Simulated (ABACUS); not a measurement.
A run of ABACUS 3.10.1:

File INPUT:

```
INPUT_PARAMETERS
suffix              Si2Ni
calculation         scf
basis_type          pw
pseudo_dir          ./
symmetry            1
dft_functional      pbesol
ecutwfc             98
pseudo_rcut         7
nspin               2
nbands              18
ks_solver           dav
smearing_method     fd
smearing_sigma      0.00367493
scf_thr             1e-08
scf_nmax            100
mixing_type         broyden
mixing_beta         0.4
cal_force           1
cal_stress          1
kpar                4
```

The input STRU:

```
ATOMIC_SPECIES
Ni 58.6934 Ni.upf
Si 28.0850 Si.upf

LATTICE_CONSTANT
1.8897261246

LATTICE_VECTORS
0.0000000000 2.7030000000 2.7030000000
2.7030000000 0.0000000000 2.7030000000
2.7030000000 2.7030000000 0.0000000000

ATOMIC_POSITIONS
Direct

Ni
0.0
1
0.0000000000 0.0000000000 0.0000000000 1 1 1 mag 1

Si
0.0
2
0.7500000000 0.7500000000 0.7500000000 1 1 1 mag 0
0.2500000000 0.2500000000 0.2500000000 1 1 1 mag 0
```

KPT

```
K_POINTS
0
Gamma
9 9 9 0 0 0
```

Potentials or basis: PseudoDojo NC SR 0.4.1 PBEsol standard, plane waves.

Run with:

```console
$ OMP_NUM_THREADS=1 mpirun -np 4 abacus > log
```

Hardware: 4 MPI ranks on Intel(R) Xeon(R) 6975P-C (Granite Rapids), with other jobs on the host.

How long does it take, and how much memory?

Run time: 19 s on 4 MPI ranks on Intel(R) Xeon(R) 6975P-C (Granite Rapids), on a shared host, peak memory 0.52 GiB a rank. Counts: scf iterations 11, k points 35, bands 18, ranks 4.
